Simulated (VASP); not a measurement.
# ZrB2: P into a neighbouring B vacancy, part 5 of 5

Aim: the barrier for one hop in ZrB2: P into a neighbouring B vacancy. The start is a cell from a database of measured crystal structures.

VASP 6.6.1, plane waves and PAW; the level of theory is named at each step.

So far. Step 3 (Relax the start): The run ended after 8 ionic steps, 0.991 eV below its first step, once the forces on the free atoms met EDIFFG = -0.05. Step 4 (Relax the end): The run ended after 10 ionic steps, 0.648 eV below its first step, once the forces on the free atoms met EDIFFG = -0.05.

## (5) Nudged elastic band (continued)

Level of this step: PBE; plane waves and PAW (Zr_sv, B, P) (VASP).

OUTCAR, selected parts (step 5):

```text
   NELECT =     143.0000    total number of electrons

  tangential force (eV/A)        -0.851195
  left and right image   0.994324  0.995761 A

  tangential force (eV/A)        -0.511658
  left and right image   1.173313  1.175747 A

 E-fermi :  10.2600

 k-point     1 :       0.0000    0.0000    0.0000
  band No.  band energies     occupation
    ...
     66       8.5492      2.00000
     67       8.6475      2.00000
     68       8.6520      2.00000
     69       9.5840      2.00000
     70      10.2832      0.74126
     71      10.5728     -0.01201
     72      11.2570     -0.00000
     73      11.3098     -0.00000
     74      11.3344     -0.00000
     75      11.3639     -0.00000
    ...

 POSITION                                       TOTAL-FORCE (eV/Angst)
 -----------------------------------------------------------------------------------
      3.39776      5.34112      7.01652         0.013132      0.001288      0.029436
      3.39660      5.34094      3.55081         0.031328      0.000384     -0.025720
      4.98500      2.63621     -0.01925        -0.003465     -0.001083     -0.036852
      4.98454      2.63616      3.50760         0.005324      0.008254      0.009052
      3.39698     -0.11240     -0.01242         0.017585     -0.022512     -0.034222
      3.39674     -0.11258      3.50016         0.022301     -0.010210      0.011516
      1.84864      2.65809      7.01637        -0.003078     -0.014588      0.022850
      1.84861      2.65957      3.54986         0.012849     -0.033663     -0.025066
      1.81206      0.80219      5.28342         0.020750     -0.010196     -0.000047
      0.21639      3.63191      1.74408        -0.013129      0.037247      0.000320
      0.21554      3.54926      5.28295         0.030822     -0.020387      0.006422
      4.91269      0.76892      1.74430        -0.038030     -0.001823      0.001944
      4.98386      0.81148      5.28316         0.034498     -0.017149      0.007548
      3.41847      3.54029      1.74420         0.008094     -0.004334      0.004203
      3.42254      3.53818      5.28355         0.002591     -0.002648      0.002865
      0.22171      1.72048      5.28331         0.025198     -0.015138     -0.000761
     -1.36692      4.39480      1.74414         0.006147      0.012378      0.005358
     -1.34779      4.45899      5.28311         0.018155     -0.012395      0.001783
      3.46023      1.75829      1.74393        -0.007671     -0.005076      0.007030
      3.41439      1.71030      5.28308         0.017332     -0.009692      0.000750
      1.81147      4.46805      1.74433         0.007332     -0.003068     -0.001512
      1.80693      4.47087      5.28358         0.048860     -0.028783     -0.001224
      0.41140      1.61072      1.74412        -0.256925      0.153193      0.014329
 -----------------------------------------------------------------------------------
    total drift:                               -0.019000      0.044198     -0.084730

  FREE ENERGIE OF THE ION-ELECTRON SYSTEM (eV)
  ---------------------------------------------------
  free  energy   TOTEN  =      -188.2020819253 eV

  energy  without entropy=     -188.1906755533  energy(sigma->0) =     -188.19827980

  tangential force (eV/A)        -0.257556
  left and right image   1.284024  1.287562 A

[... 6 parts as in an earlier step ...]

[... 8 further parts left out ...]
```

CONTCAR:

```
Zr8B14P
   1.00000000000000
     6.3491282925999997    0.0000000000000000    0.0000000000000000
    -3.1745641461999998    5.4985063931999996    0.0000000000000000
     0.0000000000000000    0.0000000000000000    7.0780293421999998
  Zr              B               P
     8    14     1
Direct
     1.0208421519170094    0.9713771509581339    0.9913093355916763
     1.0206426798834554    0.9713430153371143    0.5016658435110958
     1.0248678042180843    0.4794415078098586   -0.0027194566414529
     1.0247909848164574    0.4794315766118257    0.4955615883181436
     0.5248101302170458   -0.0204414098818583   -0.0017551500611091
     0.5247551393694848   -0.0204754988014345    0.4945109229203464
     0.5328744195991377    0.4834205285761622    0.9912884680985974
     0.5330039407183517    0.4836887578688269    0.5015316433108225
     0.3583494665841885    0.1458926191172374    0.7464538249343268
     0.3643454269661972    0.6605270054480411    0.2464074966726073
     0.3566955877326357    0.6454957037591420    0.7463865605981508
     0.8436785070492102    0.1398419706460349    0.2464390411766500
     0.8587587855430254    0.1475821522293806    0.7464174904315536
     0.8603477807400807    0.6438647791298545    0.2464241712924553
     0.8607968834651417    0.6434803387047249    0.7464718353941208
     0.1913696646454726    0.3129002399226371    0.7464384811955062
     0.1843437101399285    0.7992710552282275    0.2464165561364867
     0.1931934726650204    0.8109457226905957    0.7464095090928549
     0.7048811204800648    0.3197767464026544    0.2463860064700834
     0.6932974283160294    0.3110472527669378    0.7464049169817740
     0.6916066858073292    0.8125933236746764    0.2464435296955178
     0.6911484845522901    0.8131071665588194    0.7464764389027746
     0.2112652755336711    0.2929380087538568    0.2464126221783213
```

The path, image by image:

```csv
image,path (A),energy (eV),"P23: x, y, z (Å)"
0,0.000,0.0000,"0.136, 1.750, 1.768"
1,1.284,0.0096,"0.411, 1.611, 1.744"
2,2.572,0.7755,"0.788, 1.378, 1.765"
3,3.858,0.0122,"1.173, 1.140, 1.785"
4,5.145,-0.0006,"1.450, 0.998, 1.761"
```

This step gave:

```
electronic cycles                              : 159
path length (all atoms, rigid shifts included) : 5.145 Å
barrier                                        : 0.7755 eV
barrier in the reverse direction               : 0.7761 eV
barrier from a spline through the images       : 0.7753 eV
reaction energy                                : -5.96e-4 eV
```

What the program prints for this run, and its count of cycles, belong to image 1; the force that counts for the threshold is the band's, across the path.

## (6) Summary of results

| Item | Value |
| --- | --- |
| hop | P into a neighbouring B vacancy |
| barrier | 0.775 eV |
| barrier in the reverse direction | 0.776 eV |
| barrier from a spline through the images | 0.775 eV |
| reaction energy | -6.0e-4 eV |
| path length (all atoms, rigid shifts included) | 5.15 Å |

**Reading.** The barrier is 0.78 eV forwards and 0.78 eV backwards. With an attempt frequency of 10¹³ per second, taken as a typical value, this barrier gives about 10^0 hops a second at 300 K. Both ends are alike and an image sits at the midpoint, which is the saddle if the path is symmetric. The band met its force threshold after 19 steps. Cell and mesh are small and were not tested. The band started on a straight line, so other routes may lie lower.

[Lines on the potential files, build, host, timing and source positions are cut from VASP's logs without a mark.]

[Logs are printed without paths, hosts, clocks, repeated set-up lines and the standing remarks that a program may print on its own settings, such as how far it seeks lower states.]

[Hosts, paths, dates, database ids (printed as entryN), source tags and the programs' standing remarks are cut or masked in the printed files.]

[Runs that stopped without an error message from VASP are left out.]
